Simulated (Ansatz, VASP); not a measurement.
# One calculation of Pb, two programs

```
Pb
1.0
     0.00000    3.43900    3.43900
     3.43900    0.00000    3.43900
     3.43900    3.43900    0.00000
Pb
2
Direct
  0.25000 0.25000 0.25000
  0.00000 0.00000 0.00000
```

Alike in both runs: functional revPBE; k mesh 7 × 7 × 7; occupations fermi-dirac, width 0.05 eV; no spin polarisation.

```csv
,VASP,Ansatz
version,VASP 6.6.1,Ansatz 0.2.0
potentials or method,"VASP PAW PBE potentials, release 64 (Pb_d), cutoff 520 eV","all-electron LAPW, scalar-relativistic"
task,single point,band structure
```

|  | VASP | Ansatz | Ansatz less VASP |
| --- | --- | --- | --- |
| gap on the k mesh at the Fermi level (eV) | none | none | - |
| pressure (GPa) | 3.2 | 3.3 | +0.06 |

A gap of «none» marks a metal or a gap that the smearing closes. Ansatz ran all-electron here, so the differences hold the error of VASP's frozen core and of both bases.

Caveats: the PAW data sets were made with another functional, which shifts forces and pressure a little (VASP); spin-orbit coupling is left out, which moves the levels of the heavy elements (Ansatz). The runs have no spin-orbit coupling, so splittings on Pb are missing.
